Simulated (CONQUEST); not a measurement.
SnSe2:

```
CELL_PARAMETERS angstrom
3.81100 0.00000 0.00000
0.00000 6.13600 0.00000
0.00000 0.00000 6.60085
ATOMIC_POSITIONS crystal
Sn 0.00000 0.00000 0.00000
Sn 0.50000 0.00000 0.50000
Se 0.00000 0.75100 0.33333
Se 0.50000 0.75100 0.83333
Se 0.00000 0.24900 0.66667
Se 0.50000 0.24900 0.16667
```

Base run:

* Program: CONQUEST 1.3
* Functional: PBE
* Potentials or basis: PseudoDojo NC PBE, SZP, grid cutoff 120 Ha
* k mesh: 4 × 3 × 3
* Occupations: fermi-dirac, width 0.05 eV
* Spin: no spin polarisation

Its results: band gap on the k mesh 0.59 eV; pressure 8.5 GPa; largest force 1.429 eV/Å.

**Question.** The run is repeated on the same cell with these changes: k mesh from 4 × 3 × 3 to 6 × 4 × 4. What comes out?

**Answer.** Band gap on the k mesh 0.64 eV; pressure 8.4 GPa; largest force 1.468 eV/Å.

Caveats: the atomic basis is small; spin-orbit coupling is left out, which moves the levels of the heavy elements; this functional lacks dispersion, which binds the layers, so the pressure and a relaxed spacing across them are unreliable; the basis of atomic orbitals isn't converged, which shifts pressures, moduli and gaps; forces of over 1 eV/Å show positions far from the minimum, so gaps and moduli don't describe the material at rest; an odd mesh through Γ misses points on the zone boundary, where band edges often lie (some runs).
